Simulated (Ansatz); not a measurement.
Cubic phases of Sn with oxygen, each at its own equilibrium volume: Sn (diamond, 36.84 Å³/atom, 28³ k-points), Sn₂O (antifluorite, 21.16 Å³/atom, 30³ k-points), SnO (rock salt, 16.76 Å³/atom, 37³ k-points), Sn₂O₃ (cubic X2O3 (oxygen-deficient fluorite), 14.49 Å³/atom, 21³ k-points), SnO₂ (fluorite, 11.33 Å³/atom, 37³ k-points), Sn₂O₅ (cubic X2O5, 10.96 Å³/atom, 20³ k-points), SnO₃ (ReO3, 16.92 Å³/atom, 27³ k-points).

Cubic X2O3: space group Pn-3m, simple cubic cell, positions in fractions of the edge: X (0.25 0.25 0.25), (0.75 0.75 0.25), (0.75 0.25 0.75), (0.25 0.75 0.75); O (0.5 0 0), (0 0.5 0), (0 0 0.5), (0.5 0.5 0), (0.5 0 0.5), (0 0.5 0.5). Cubic X2O5: space group Pn-3m, simple cubic cell, positions in fractions of the edge: X (0 0 0), (0.5 0.5 0), (0.5 0 0.5), (0 0.5 0.5); O (0.5 0 0), (0 0.5 0), (0 0 0.5), (0.5 0.5 0.5), (0.75 0.75 0.25), (0.75 0.25 0.75), (0.25 0.75 0.75), (0.75 0.25 0.25), (0.25 0.75 0.25), (0.25 0.25 0.75).

These are results of PBE, plane waves, PAW datasets (generated soft set 1) in Ansatz, not measurements.

Settings: cutoff 420 eV; no spin polarisation; Fermi–Dirac smearing of 0.061 eV.

(1) Between Sn and SnO₃, which of these phases are stable against splitting into two others of the list?

Results:

(1) SnO₂.

```tsv
phase	E − best mixture (meV/atom)	best mixture
Sn₂O	710	Sn + SnO₂
SnO	212	Sn + SnO₂
Sn₂O₃	272	Sn + SnO₂
SnO₂	-681	Sn₂O₃ + SnO₃
Sn₂O₅	796	SnO₂ + SnO₃
```

Only these cubic types compete here, and oxygen gas is not among them; real oxides often take other structures and magnetic states.

Model structures, not the usual forms at ambient conditions (metastable or hypothetical): Sn2O (antifluorite type), SnO (rock salt type), Sn2O3 (cubic X2O3 (oxygen-deficient fluorite) type), SnO2 (fluorite type), Sn2O5 (cubic X2O5 type), SnO3 (ReO3 type). Spin polarisation is left out, and a magnetic state may lie lower for Sn2O5, SnO3.
